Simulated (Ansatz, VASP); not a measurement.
## TaN (TaN strained to the junction's net) in two plane-wave programs

Aim: how closely do two programs agree when they are given the same cell, functional and k mesh? The cell is generated by rule, not measured, and may not be a known phase. The structure shown is the end of the Ansatz relaxation below.

Program: Ansatz 0.2.0. Level of theory: plane waves, with VASP 6.6.1 beside it; single point at PBE. Results are calculated unless marked as measured.

### 1. The starting structure

The structure is trigonal, space group R-3m (No. 166). The conventional cell has a = 3.203 Å, b = 3.203 Å, c = 7.411 Å, α = 90.00°, β = 90.00°, γ = 120.00°. Nearest to Ta lie 6 N at 2.22 Å. Nearest to N lie 6 Ta at 2.22 Å. Farther neighbours and most contacts between anions are not listed.

### 2. Ansatz: relaxation, PBE

Ansatz runs on its default PAW (the set named soft_2) files.

This run makes the geometry at which the two programs are then compared.

input.yaml reads:

```yaml
crystal:
  lattice:
    - [3.203, 0.0, 0.0]
    - [-1.6015, 2.7738793683, 0.0]
    - [0.0, 0.0, 7.5226288158]
  atoms:
    - { symbol: Ta, position: [0.0, 0.0, 0.0] }
    - { symbol: "N", position: [0.3333333333, 0.6666666667, 0.1666666667] }
    - { symbol: Ta, position: [0.6666666667, 0.3333333333, 0.3333333333] }
    - { symbol: "N", position: [0.0, 0.0, 0.5] }
    - { symbol: Ta, position: [0.3333333333, 0.6666666667, 0.6666666667] }
    - { symbol: "N", position: [0.6666666667, 0.3333333333, 0.8333333333] }
kpoints:
  mp_grid: { grid: [12, 12, 4] }
scf:
  occupations: { method: fermi_dirac, width: 0.1 }
  max_iter: 150
hamiltonian:
  xc: pbe
relax:
  f_tol: 0.01
  max_steps: 40
  cell: { fix: [a, b, angles] }
```

Started as:

```sh
ansatz run input.yaml --threads 4 --pin off --max-ram 12288MiB --backend cpu --events-out ev --progress --plain --runs-dir out
```

Numbers of over 12 decimals in the logs are rounded to 6 here.

The log of the run:

```text
Engine: ansatz 0.2.0, aarch64-unknown-linux-gnu
Pseudopotentials: kind: paw
Pseudopotential: Ta, paw, valence charge 13, recommended cutoff 420 eV (normal), Ta.paw.azcp
Pseudopotential: N, paw, valence charge 5, recommended cutoff 420 eV (normal), N.paw.azcp
Functional definition: PBE
  parameter kappa = 0.804
  parameter beta = 0.066725
  exchange = pbe_x(kappa = kappa, mu = beta*pi^2/3)
  correlation = pbe_c(beta = beta)
Crystal: 6 atoms, lattice volume = 66.837 Å³
Basis set: ecut = 420 eV, 1321 PW (Γ), exchange–correlation on 48×48×108 points (8 copies of the dense FFT grid, shifted against one another)
Bands: 33, of which v1, the nominal top of the filled ones, is band 27 counted from 1 (26 counted from 0)
Symmetry: 36 space group operations
Space group: R-3m (ITA 166), of the structure as read, at distance tolerance 4.1e-5 Å
k-points: 69 of 576
Non-local potential: Ta, projectors of the file, l = 0: 3, l = 1: 2, l = 2: 2, l = 3: 1
Non-local potential: N, projectors of the file, l = 0: 2, l = 1: 2, l = 2: 1
PAW form: soft (Blöchl's): semilocal exchange-correlation on the pseudo side does not see the compensation charge
PAW one-centre angular grid: Ta, 590 points (default); XC on 64 Gauss nodes
PAW one-centre angular grid: N, 110 points (default); XC on 64 Gauss nodes
Initial density: superposition of atomic densities (neutral atoms: chi_scale 0, normalization atom), corrected by the library's trained network
Initial wavefunctions: pseudopotential atomic-orbital guess
Functional: x = pbe(κ = 0.804, μ = 0.219515), c = pbe(β = 0.066725)
SCF iter   1: F=—  HF=-30953.697433 eV  |F-HF|=—  |Δ(HF+E_count)|=         —  Δρ=2.10e-3  dr2=1.09e-3  ethr=1.77e-3  ⟨swp⟩=5.4  Hψ=20102  notcnv=0  defer=13
automatic band count: the SCF goes on with 39 bands, as 33 were too few: the levels above may hold too much charge
preconditioner: auto → Kerker (q_TF=auto, 2.633 Å⁻¹)  [metal: Δε(μ)=0.030 eV  Ē_g=10.570 eV  σ=0.100 eV  W_gap=0.07  n_scr=24 (ndim 8)  ℏωp=24.9 eV  f_vac=0.000  D(μ)=2.58/eV (n_scr^D=24)]
SCF iter   2: F=—  HF=-30953.697529 eV  |F-HF|=—  |Δ(HF+E_count)|=   9.57e-5  Δρ=1.27e-3  dr2=4.85e-4  ethr=2.02e-6  ⟨swp⟩=2.0  Hψ=5107  notcnv=0  defer=11
SCF iter   3: F=—  HF=-30953.697840 eV  |F-HF|=—  |Δ(HF+E_count)|=   3.11e-4  Δρ=2.08e-4  dr2=2.02e-5  ethr=8.98e-7  ⟨swp⟩=2.0  Hψ=3465  notcnv=0  defer=11
SCF iter   4: F=—  HF=-30953.697876 eV  |F-HF|=—  |Δ(HF+E_count)|=   3.61e-5  Δρ=8.36e-5  dr2=3.29e-6  ethr=3.75e-8  ⟨swp⟩=2.4  Hψ=3447  notcnv=0  defer=11
iter 5 did not close the SCF: its close was put off for the readings that it lacked (scf_convergence_deferred on its scf_iter line)
SCF iter   5: F=-30953.697876 eV  HF=-30953.697876 eV  |F-HF|=1.82e-8  |Δ(HF+E_count)|=   2.45e-7  Δρ=1.18e-5  dr2=5.29e-8  ethr=6.10e-9  ⟨swp⟩=2.8  Hψ=4495  notcnv=0  defer=11
SCF iter   6: F=-30953.697876 eV  HF=-30953.697876 eV  |F-HF|=4.11e-10  |Δ(HF+E_count)|=   2.28e-8  Δρ=2.03e-6  dr2=1.17e-9  ethr=9.80e-11  ⟨swp⟩=2.1  Hψ=8611  notcnv=0
SCF 1 converged in 6 iterations: F = -30953.697876 eV  dr2 = 1.17e-9
  greatest PAW one-centre occupation: 0.999 electrons in one spin orbital (limit 2), on the Ta atom at site 4 (counted from 0), in its partial waves of l = 0
relax step   1: F+E_penalty+E_count = -30953.69787638 eV  Δ(F+E_penalty+E_count) = +0.000e0 eV  max|allowed force component| = 3.792e-27 eV/Å  Δτ_max = 0.0000 Å  P = -10.060 GPa  Ω = 66.837 Å³  fix = [a, b, alpha, beta, gamma]  reactions: a -11.958, b -11.958 GPa  (6 SCF iters, dr2 threshold 1.00e-7 eV, accepted)
[...]
relax step   5: F+E_penalty+E_count = -30953.71743217 eV  Δ(F+E_penalty+E_count) = +2.658e-3 eV  max|allowed force component| = 3.430e-26 eV/Å  Δτ_max = 0.0000 Å  P = -5.653 GPa  Ω = 65.860 Å³  fix = [a, b, alpha, beta, gamma]  reactions: a -8.421, b -8.421 GPa  stress off target by 1.19e-1 GPa on what of the cell is left free  SCF on the basis re-selected at this cell (its energy is not comparable with the rows above)  (8 SCF iters)
[...]
relax step   6: F+E_penalty+E_count = -30953.71749336 eV  Δ(F+E_penalty+E_count) = -6.119e-5 eV  max|allowed force component| = 4.510e-26 eV/Å  Δτ_max = 0.0000 Å  P = -5.567 GPa  Ω = 65.842 Å³  energy of the carried Pulay correction = +5.444e-5 eV  fix = [a, b, alpha, beta, gamma]  reactions: a -8.351, b -8.351 GPa  (6 SCF iters, dr2 threshold 3.56e-8 eV, accepted)
[...]
relax step   7: F+E_penalty+E_count = -30953.71743206 eV  Δ(F+E_penalty+E_count) = +6.130e-5 eV  max|allowed force component| = 5.699e-26 eV/Å  Δτ_max = 0.0000 Å  P = -5.568 GPa  Ω = 65.842 Å³  fix = [a, b, alpha, beta, gamma]  reactions: a -8.351, b -8.351 GPa  stress off target by 1.61e-3 GPa on what of the cell is left free  SCF on the basis re-selected at this cell (its energy is not comparable with the rows above)  (7 SCF iters)
basis re-selected at this cell: Δ(F+E_penalty+E_count) = +6.130e-5 eV, ΔP = -0.001 GPa vs the last step (what re-selecting the basis moved, of the pressure what is left beyond the Pulay correction that the steps carried, after the strain that the cell walked since its last selection, with what the two solves' SCF thresholds leave and, on support functions, any second-order correction that the steps lacked; it is no m [...]
SCF converged after 7 iterations
Free energy (F): -30953.717432 eV
Harris-Foulkes:  -30953.717432 eV  (|F-HF|=7.28e-12)
Internal energy: -30953.630112 eV  (E = F + TS)
E sigma→0 (E₀):  -30953.673772 eV
Entropy (-TS):   -0.087320 eV (-14.553 meV/atom)
Fermi energy:    20.958683 eV
--- Per-component energies (eV) ---
  E_band       = -168.142243
  E_kinetic    = 1497.086374
  E_local      = -1813.187614  (includes V_loc(G=0)·N_el)
  E_nonlocal   = 178.734854
  E_hartree    = 605.898974
  E_xc         = -838.633812
  E_vxc        = -845.618548  (∫ρ·V_xc dr)
  E_paw        = -25572.016876  (= ΣΔE_a)
  E_vpaw       = -396.955916  (= ΣTr[D̂ρ^β])
  E_aug_tail   = 0.000659  (compensation charges beyond the density's cutoff)
  E_ewald      = -5011.512670
  E_smearing   = -0.087320  (= −TS)
  E_closure    = 0.000000  (closes the sum)
  Σ components = -30953.717432   (vs F -30953.717432, Δ=0.00e0)
--- Forces (eV/Å), atoms counted from 1 ---
  atom   1  Ta     0.00000000     0.00000000     0.00000000
  atom   2  N      0.00000000     0.00000000     0.00000000
  atom   3  Ta    -0.00000000     0.00000000    -0.00000000
  atom   4  N      0.00000000     0.00000000     0.00000000
  atom   5  Ta     0.00000000     0.00000000     0.00000000
  atom   6  N      0.00000000    -0.00000000     0.00000000
  max |Σ_I F_I| component: 5.82e-26 eV/Å
--- Stress (GPa, compression-positive) ---
       -8.351314       0.000000      -0.000000
        0.000000      -8.351314      -0.000000
       -0.000000      -0.000000      -0.001615
  P = ⅓ Tr σ = -5.5681 GPa (-55.681 kbar)
--- Relaxed structure (5 steps of the walk, 5 accepted, 2 SCFs on fresh bases) ---
  F+E_penalty+E_count = -30953.71743206 eV   max|allowed force component| = 5.699e-26 eV/Å   (the final SCF, on the basis selected at the relaxed cell)
  cell:  # Å, volume = 65.8419 Å³
    - [3.203000, 0, 0]
    - [-1.601500, 2.773879, 0]
    - [0, 0, 7.410673]
  atoms:
    - { symbol: Ta, position: [0, 0, 0] }
    - { symbol: N, position: [0.333333, 0.666667, 0.166667] }
    - { symbol: Ta, position: [0.666667, 0.333333, 0.333333] }
    - { symbol: N, position: [0, 0, 0.500000] }
    - { symbol: Ta, position: [0.333333, 0.666667, 0.666667] }
    - { symbol: N, position: [0.666667, 0.333333, 0.833333] }
```

### 3. VASP: single point, PBE

The same cell, functional, mesh and smearing now go to VASP, with its own data sets.

Lines of VASP's logs that name or quote its potential files are left out, and so is its time.

INCAR reads:

```
SYSTEM = TaN
PREC = Accurate
ENCUT = 600
EDIFF = 1E-06
NELM = 120
ISMEAR = -1
SIGMA = 0.1
LREAL = .FALSE.
ALGO = Normal
GGA = PE
NBANDS = 30
LASPH = .TRUE.
LORBIT = 11
LWAVE = .FALSE.
LCHARG = .FALSE.
ISIF = 2
GGA_COMPAT = .FALSE.
KPAR = 2
```

POSCAR reads:

```
TaN
1.0
    3.2030000000      0.0000000000      0.0000000000
   -1.6015000000      2.7738793683      0.0000000000
    0.0000000000      0.0000000000      7.4106729252
Ta N
3 3
Direct
    0.0000000000      0.0000000000      0.0000000000
    0.6666666667      0.3333333333      0.3333333333
    0.3333333333      0.6666666667      0.6666666667
    0.3333333333      0.6666666667      0.1666666667
    0.0000000000      0.0000000000      0.5000000000
    0.6666666667      0.3333333333      0.8333333333
```

KPOINTS reads:

```
Automatic mesh
0
Gamma
12 12 4
0 0 0
```

The projector-augmented-wave data sets are Ta_pv and N (PBE family, release 64).

Started as:

```sh
mpirun -np 2 vasp_std
```

The log of the run:

```text
[banner, memory and clock lines left out]
running    2 mpi-ranks, on    1 nodes
 distrk:  each k-point on    1 cores,    2 groups
 distr:  one band on    1 cores,    1 groups

 POSCAR found type information on POSCAR TaN
 POSCAR found :  2 types and       6 ions
 LDA part: xc-table for (Slater+PW92), standard interpolation
 POSCAR, INCAR and KPOINTS ok, starting setup
 FFT: planning ... GRIDC
 FFT: planning ... GRID_SOFT
 FFT: planning ... GRID
 WAVECAR not read
 entering main loop
       N       E                     dE             d eps       ncg     rms          rms(c)
DAV:   1     0.479576166702E+03    0.47958E+03   -0.28736E+04  4140   0.188E+03
DAV:   2    -0.418580814690E+02   -0.52143E+03   -0.50459E+03  4712   0.518E+02
DAV:   3    -0.737343467589E+02   -0.31876E+02   -0.30992E+02  5214   0.119E+02
DAV:   4    -0.745503487338E+02   -0.81600E+00   -0.79138E+00  5396   0.167E+01
DAV:   5    -0.745695259252E+02   -0.19177E-01   -0.19019E-01  5276   0.191E+00    0.390E+01
DAV:   6    -0.657471442058E+02    0.88224E+01   -0.54026E+01  5226   0.404E+01    0.173E+01
DAV:   7    -0.655233477477E+02    0.22380E+00   -0.26988E+00  5012   0.910E+00    0.904E+00
DAV:   8    -0.654703503318E+02    0.52997E-01   -0.28978E-01  4956   0.365E+00    0.801E-01
DAV:   9    -0.654587257640E+02    0.11625E-01   -0.63193E-02  5210   0.118E+00    0.230E-01
DAV:  10    -0.654588100803E+02   -0.84316E-04   -0.54568E-03  5346   0.546E-01    0.111E-01
DAV:  11    -0.654585388947E+02    0.27119E-03   -0.96783E-04  5192   0.175E-01    0.254E-02
DAV:  12    -0.654585365352E+02    0.23595E-05   -0.98486E-05  5414   0.560E-02    0.462E-03
DAV:  13    -0.654585362709E+02    0.26432E-06   -0.12729E-06  3534   0.752E-03
   1 F= -.65458536E+02 E0= -.65414689E+02  d E =-.876954E-01
```

OUTCAR, selected parts (step 3):

```text
ion  position               nearest neighbor table
   1  0.000  0.000  0.000-   4 2.22   6 2.22   4 2.22   6 2.22   6 2.22   4 2.22   2 3.09   3 3.09
                             3 3.09   2 3.09   3 3.09   2 3.09
   2  0.667  0.333  0.333-   4 2.22   4 2.22   5 2.22   4 2.22   5 2.22   5 2.22   1 3.09   1 3.09
                             1 3.09   3 3.09   3 3.09   3 3.09
   3  0.333  0.667  0.667-   6 2.22   6 2.22   5 2.22   6 2.22   5 2.22   5 2.22   1 3.09   1 3.09
                             1 3.09   2 3.09   2 3.09   2 3.09
   4  0.333  0.667  0.167-   2 2.22   2 2.22   1 2.22   2 2.22   1 2.22   1 2.22
   5  0.000  0.000  0.500-   2 2.22   3 2.22   3 2.22   2 2.22   2 2.22   3 2.22
   6  0.667  0.333  0.833-   3 2.22   3 2.22   1 2.22   3 2.22   1 2.22   1 2.22

  LATTYP: Found a hexagonal cell.
 ALAT       =     3.2030000000
 C/A-ratio  =     2.3136662270

 Subroutine GETGRP returns: Found 12 space group operations
 (whereof 12 operations were pure point group operations)

The static configuration has the point symmetry D_3d.

 Found     69 irreducible k-points:

   k-points           NKPTS =     69   k-points in BZ     NKDIM =     69   number of bands    NBANDS=     30

   dimension x,y,z NGX =    28 NGY =   28 NGZ =   60
   dimension x,y,z NGXF=    56 NGYF=   56 NGZF=  120

   ENCUT  =  600.0 eV  44.10 Ry    6.64 a.u.   6.40  6.40 14.80*2*pi/ulx,y,z

   NELECT =      48.0000    total number of electrons

 k-points in reciprocal lattice and weights: Automatic mesh
   0.00000000  0.00000000  0.00000000       0.002
   0.08333333 -0.00000000  0.00000000       0.010
   0.16666667  0.00000000  0.00000000       0.010
   0.25000000  0.00000000  0.00000000       0.010
   0.33333333 -0.00000000  0.00000000       0.010
   0.41666667  0.00000000  0.00000000       0.010
   0.50000000  0.00000000  0.00000000       0.005
   0.08333333  0.08333333  0.00000000       0.010
   0.16666667  0.08333333  0.00000000       0.021
[...]
0.33333333  0.25000000  0.50000000       0.021
   0.33333333  0.33333333  0.50000000       0.003

 average (electrostatic) potential at core
       1 -35.2704       2 -35.2704       3 -35.2704       4 -61.5311       5 -61.5311
       6 -61.5311

 E-fermi :   9.1702

 k-point     1 :       0.0000    0.0000    0.0000
  band No.  band energies     occupation
    ...
     22       6.8498      2.00000
     23       6.8498      2.00000
     24       7.6814      2.00000
     25       9.1382      1.15839
     26       9.1382      1.15838
     27       9.2914      0.45866
     28       9.2914      0.45865
     29       9.8188      0.00304
     30       9.8188      0.00304

 k-point     2 :       0.0833   -0.0000    0.0000
  band No.  band energies     occupation
    ...
     22       7.0994      2.00000
     23       7.2613      2.00000
     24       7.9595      1.99999
     25       8.2583      1.99978
     26       8.8655      1.90926
     27       9.3837      0.21132
     28       9.5953      0.02808
     29       9.9819      0.00060
     30      10.3191      0.00002

 k-point     3 :       0.1667    0.0000    0.0000
  band No.  band energies     occupation
    ...
     23       7.3048      2.00000
     24       8.0252      1.99998
     25       8.6085      1.99275
     26       9.0541      1.52277
     27       9.2383      0.67198
     28      10.4045      0.00001
     29      11.0659      0.00000
     30      11.1883      0.00000

  Total       -3.1832097     -3.1832097      0.2341881      0.0000000      0.0000000      0.0000000
  in kB      -77.4593200    -77.4593200      5.6986667      0.0000000      0.0000000      0.0000000
  external PRESSURE =     -49.7399911 kB  Pullay stress =       0.0000000 kB

  energy-cutoff  :      600.00
  volume of cell :       65.84
      direct lattice vectors                 reciprocal lattice vectors
     3.203000000  0.000000000  0.000000000     0.312207306  0.180252972  0.000000000
    -1.601500000  2.773879368  0.000000000     0.000000000  0.360505944  0.000000000
     0.000000000  0.000000000  7.410672925     0.000000000  0.000000000  0.134940512

 POSITION                                       TOTAL-FORCE (eV/Angst)
 -----------------------------------------------------------------------------------
      0.00000      0.00000      0.00000        -0.000000     -0.000000      0.000000
      1.60150      0.92463      2.47022         0.000000      0.000000     -0.000000
     -0.00000      1.84925      4.94045         0.000000     -0.000000      0.000000
     -0.00000      1.84925      1.23511         0.000000     -0.000000      0.000000
      0.00000      0.00000      3.70534        -0.000000     -0.000000      0.000000
      1.60150      0.92463      6.17556        -0.000000      0.000000      0.000000
 -----------------------------------------------------------------------------------
    total drift:                               -0.000000      0.000000      0.000000

  FREE ENERGIE OF THE ION-ELECTRON SYSTEM (eV)
  ---------------------------------------------------
  free  energy   TOTEN  =       -65.4585362709 eV

  energy  without entropy=      -65.3708408507  energy(sigma->0) =      -65.41468856

 total charge
# of ion       s       p       d       tot
------------------------------------------
    1        0.268   6.203   2.404   8.875
    2        0.268   6.203   2.404   8.875
    3        0.268   6.203   2.404   8.875
    4        1.225   2.507   0.000   3.732
    5        1.225   2.507   0.000   3.732
    6        1.225   2.507   0.000   3.732
--------------------------------------------------
tot          4.478  26.133   7.211  37.822

[... 3 further parts left out ...]
```

The run ends at a pressure of -4.97 GPa.

### 4. Comparison

Known differences besides the potentials themselves: the data sets hold 54 valence electrons in Ansatz (on its default PAW (the set named soft_2) files) and 48 in VASP; the cutoff is 420 eV in Ansatz and 600 eV in VASP; Ansatz's pressure holds a Pulay correction, VASP's none. Total energies have different zeros and are not compared.

Both answers:

```csv
quantity,Ansatz,VASP,difference
pressure (GPa),-5.57,-4.97,-0.59
```

### 5. Outcome

- difference in pressure (single point, PBE): -0.59 GPa

The difference in pressure is -0.59 GPa (single point, PBE), within the 1 GPa picked in this series as the mark of a large difference. The data sets hold unlike numbers of valence electrons (54 in Ansatz and 48 in VASP), so part of the differences comes from the potentials. How closely two codes agree says nothing of how well the functional describes the real material.

[Lines on the potential files, build, host, timing and source positions are cut from VASP's logs without a mark.]

[Logs are printed without paths, hosts, clocks, repeated set-up lines and the standing remarks that a program may print on its own settings, such as how far it seeks lower states.]

[Hosts, paths, dates, database ids (printed as entryN), source tags and the programs' standing remarks are cut or masked in the printed files.]
